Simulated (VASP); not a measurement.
A run of VASP 6.6.1 is set up as follows.

Contents of INCAR:

```
SYSTEM = GaAs
PREC = Accurate ; ENCUT = 520
EDIFF = 1E-6 ; ISMEAR = 0
SIGMA = 0.028999999999999998 ; LREAL = .FALSE.
LASPH = .TRUE. ; NELM = 80
ALGO = Fast ; ISIF = 2
LWAVE = .FALSE. ; LCHARG = .TRUE.
GGA = PE ; LELF = .TRUE.
LVHAR = .TRUE. ; NBANDS = 16
```

KPOINTS

```
Automatic mesh
0
G
  8 8 8
  0 0 0
```

File POSCAR:

```
GaAs
1.0
    0.0000000000      2.8268500000      2.8268500000
    2.8268500000      0.0000000000      2.8268500000
    2.8268500000      2.8268500000      0.0000000000
As Ga
1 1
Direct
    0.7500000000      0.7500000000      0.7500000000
    0.0000000000      0.0000000000      0.0000000000
```

Potentials or basis: VASP PAW PBE potentials, release 64 (As, Ga_d).

Launch:

```sh
$ cat potpaw_PBE.64/As/POTCAR potpaw_PBE.64/Ga_d/POTCAR > POTCAR
$ mpirun -np 1 vasp_std > vasp.out
```

Problem. Estimate the pressure.

Solution. 3.5 GPa.

Problem. Estimate the band gap on the k mesh.

Solution. 0.52 eV, direct.

**What was measured.**

“Evidence of valence band perturbations in GaAsN/GaAs(001): A combined variable-angle spectroscopic ellipsometry and modulated photoreflectance investigation”, 2008, arxiv:0805.2212 reports, for a bulk crystal of GaAs at 300 K: band gap 1.412 ± 0.01 eV (direct).

Measured gap of GaAs: 1.412 eV (direct; 300 K; “Evidence of valence band perturbations in GaAsN/GaAs(001): A combined variable-angle spectroscopic ellipsometry and modulated photoreflectance investigation”, 2008, arxiv:0805.2212). This calculation gives 0.52 eV (-0.89 eV). 3 values of this kind are on record (1.412 to 1.51 eV); this one was drawn at random among those near their median, those with a stated uncertainty first. Spin-orbit coupling on As, Ga is left out. The value is that of PBE on a finite k mesh, which can miss the band edges, without temperature or zero-point motion. Semilocal functionals fall short of measured gaps as a rule.
